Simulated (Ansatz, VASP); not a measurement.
**Mg in VASP and in Ansatz**

The input INCAR:

```
SYSTEM = Mg
ALGO = Normal
EDIFF = 1E-7
EDIFFG = -0.01
ENCUT = 600
GGA = PS
IBRION = 2
ISIF = 3
ISMEAR = -1
LASPH = .TRUE.
LCHARG = .FALSE.
LREAL = .FALSE.
LWAVE = .FALSE.
NELM = 100
NSW = 80
PREC = Accurate
SIGMA = 0.1
```

File KPOINTS:

```
k-points
0
G
  11 11 11
  0 0 0
```

Contents of POSCAR:

```
Mg
1.0
    2.9277513048      0.0000000000      0.0000000000
    0.0000000000      2.9277513048      0.0000000000
    0.0000000000      0.0000000000      2.9277513048
Mg
1
Direct
    0.0000000000      0.0000000000      0.0000000000
```

Input for Ansatz:

```yaml
crystal:
  lattice:
    - [2.9277513048, 0.0, 0.0]
    - [0.0, 2.9277513048, 0.0]
    - [0.0, 0.0, 2.9277513048]
  atoms:
    - { symbol: Mg, position: [0.0, 0.0, 0.0] }
hamiltonian:
  xc: pbesol
  pseudopotentials:
    kind: paw
    azcp:
      Mg: "pseudopotentials/Mg.paw.azcp"
basis:
  ecutwfc: 420
  fft_grid_basis: typed
kpoints:
  mp_grid: { grid: [11, 11, 11], shift: [0, 0, 0] }
magnetization:
  spin_polarized: false
scf:
  occupations: { method: fermi_dirac, width: 0.1 }
relax:
  max_steps: 60
  f_tol: 0.01
  cell: {}
output:
  write_density: true
  write_potential: true
  elf: true
  volumetric_format: npy
```

The cell was built by a generator and needn't be a form met in nature.

Alike in both runs: task relaxation of cell and atoms; functional PBEsol; k mesh 11 × 11 × 11; occupations fermi-dirac, width 0.1 eV; no spin polarisation.

```csv
,VASP,Ansatz
version,VASP 6.6.1,Ansatz 0.2.0
potentials or method,"VASP PAW PBE potentials, release 64 (Mg)","plane waves (420 eV) with PAW, scalar-relativistic"
plane-wave cutoff (eV),600,420
valence electrons in the cell,2,10
```

```tsv
	VASP	Ansatz	Ansatz less VASP
relaxed volume (Å³/atom)	26.93	26.89	-0.038
relaxed cell length with the largest relative difference (Å)	2.997	2.996	-0.0014
energy change over the relaxation (meV/atom)	-10	-10	-0.2
```

The two sets of potentials don't hold the same shells in valence. Ansatz warned: «pseudo_functional_mismatch».

Caveats: the PAW data sets were made with another functional, which shifts forces and pressure a little (VASP).
